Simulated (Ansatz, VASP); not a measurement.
One calculation of WC (Qusongite), two programs

INCAR

```
SYSTEM = WC
PREC = Accurate ; ENCUT = 520
EDIFF = 1E-7 ; ISMEAR = -1
SIGMA = 0.05 ; LREAL = .False.
LASPH = .True. ; NELM = 150
ALGO = Normal ; ISIF = 2
LWAVE = .False. ; LCHARG = .False.
MAGMOM = 0 0 0 0 0 0 ; LORBIT = 11
LSORBIT = .True. ; GGA_COMPAT = .False.
LORBMOM = .True. ; LMAXMIX = 4
GGA = PS ; NBANDS = 30
```

The input KPOINTS:

```
Automatic mesh
0
Gamma
  7 7 7
  0 0 0
```

Contents of POSCAR:

```
WC
1.0
    2.9065000000      0.0000000000      0.0000000000
   -1.4532500000      2.5171028361      0.0000000000
    0.0000000000      0.0000000000      2.8366000000
W C
1 1
Direct
    0.0000000000      0.0000000000      0.0000000000
    0.6666666667      0.3333333333      0.5000000000
```

File input.yaml:

```yaml
crystal:
  lattice:
    - [2.9065, 0.0, 0.0]
    - [-1.45325, 2.5171028361, 0.0]
    - [0.0, 0.0, 2.8366]
  atoms:
    - { symbol: W, position: [0.0, 0.0, 0.0] }
    - { symbol: C, position: [0.6666666667, 0.3333333333, 0.5] }
kpoints:
  mp_grid: { grid: [7, 7, 7] }
  band_path:
    path:
      - [0.0, 0.0, 0.0]
      - [0.5, 0.0, 0.0]
      - [0.3333333333, 0.3333333333, 0.0]
      - [0.0, 0.0, 0.0]
      - [0.0, 0.0, 0.5]
      - [0.5, 0.0, 0.5]
      - [0.3333333333, 0.3333333333, 0.5]
      - [0.0, 0.0, 0.5]
    npoints: 12
scf:
  occupations: { method: fermi_dirac, width: 0.05 }
hamiltonian:
  xc: pbesol
  pseudopotentials: { kind: all_electron, lapw: { basis_error: 0.001 } }
magnetization:
  noncollinear: true
  spin_orbit: true
output:
  forces: true
  stress: true
  eigenvalues: true
```

Alike in both runs: functional PBEsol; k mesh 7 × 7 × 7; occupations fermi-dirac, width 0.05 eV; non-collinear spin, spin-orbit coupling.

|  | VASP | Ansatz |
| --- | --- | --- |
| version | VASP 6.6.1 | Ansatz 0.2.0 |
| potentials or method | VASP PAW PBE potentials, release 64 (W_sv, C) | all-electron LAPW, relativistic spinors |
| plane-wave cutoff (eV) | 520 | see its input |
| task | single point | band structure |

```tsv
	VASP	Ansatz	Ansatz less VASP
gap on the k mesh at the Fermi level (eV)	none	none	-
pressure (GPa)	-1.2	-3.4	-2.20
largest component of the traceless stress (GPa)	0.62	0.64	+0.018
net moment per atom (μB)	0.00	0.00	0.000
```

A gap of «none» marks a metal or a gap that the smearing closes. Ansatz ran all-electron here, so the differences hold the error of VASP's frozen core and of both bases.

Caveats: the PAW data sets were made with another functional, which shifts forces and pressure a little (VASP); the k mesh is thin for a metal, which can move the energy by tens of meV per atom (Ansatz).
